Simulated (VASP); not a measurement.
Crystal: KCl.

```
K Cl
1.0
     3.63400    0.00000    0.00000
     0.00000    3.63400    0.00000
     0.00000    0.00000    3.63400
K Cl
1 1
Cartesian
  0.0000 0.0000 0.0000
  1.8170 1.8170 1.8170
```

Measurements of this composition are mostly on another form, of space group No. 225.

* Program: VASP 6.6.1
* Task: relaxation of cell and atoms
* Functional: r2SCAN
* Potentials or basis: VASP PAW PBE potentials, release 64 (K_sv, Cl)
* Cutoff: 600 eV
* k mesh: 8 × 8 × 8
* Occupations: gaussian, width 0.03 eV
* Spin: no spin polarisation

At the start: pressure 3.4 GPa; volume 24.00 Å³/atom.

**Question.** Where does the relaxation end?

**Answer.** Over 4 steps the energy falls by 26.5 meV/atom and the volume is 26.82 Å³/atom (+11.8 %); space group Pm-3m (No. 221, to 0.05 Å).

Step by step:
| step | energy change (eV) | largest force (eV/Å) | pressure (GPa) | volume (Å³) |
| --- | --- | --- | --- | --- |
| 1 | 0.0000 | 0.0000 | 3.38 | 47.99 |
| 2 | -0.0470 | 0.0000 | 0.98 | 51.59 |
| 3 | -0.0527 | 0.0000 | -0.16 | 53.99 |
| 4 | -0.0529 | 0.0000 | -0.01 | 53.64 |

Final structure:
```
K Cl
1.0
     3.77137    0.00000    0.00000
     0.00000    3.77137    0.00000
     0.00000    0.00000    3.77137
K Cl
1 1
Direct
  0.00000 0.00000 0.00000
  0.50000 0.50000 0.50000
```

Caveat: the PAW data sets were made with another functional, which shifts forces and pressure a little; the volume moved by +12 % from the deposited cell, more than functionals usually miss.
